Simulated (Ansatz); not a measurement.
## Bi under changes of volume

One of the cells (31.117 Å³/atom); the others are scaled copies at fixed shape and fractional positions:

```xyz
1
Lattice="-1.9814 1.9814 1.9814 1.9814 -1.9814 1.9814 1.9814 1.9814 -1.9814" Properties=species:S:1:pos:R:3 pbc="T T T"
Bi    0.0000    0.0000    0.0000
```

This isn't the form of Bi at room conditions, which is rhombohedral.

- Program: Ansatz 0.2.0
- Functional: PBE
- Potentials or basis: Ansatz PAW
- Cutoff: 420 eV (not typed: the program's choice for these potentials)
- k mesh: 9 × 9 × 9
- Occupations: fermi-dirac, width 0.05 eV
- Spin: no spin polarisation

```tsv
volume (Å³/atom)	energy over the lowest point (meV/atom)	pressure (GPa)
29.250	?	?
29.872	17.58	3.4
30.495	6.83	2.1
31.117	1.14	0.9
31.739	0.00	-0.2
32.362	2.88	-1.2
32.984	9.25	-2.0
```

What does the run at 29.250 Å³/atom give?

Energy over the lowest point 33.80 meV/atom; pressure 4.9 GPa.

Worked out: A Birch-Murnaghan fit of order 3 (a polynomial in V^(-2/3)) to the other rows has its minimum at 31.60 Å³/atom with B0 = V·E''(V) = 54 GPa and B' = 5.2. It gives 34.10 meV/atom at 29.250 Å³/atom, against the run's 33.80, and -dE/dV = 5.1 GPa, against 4.9.

Energies are extrapolated to zero smearing.
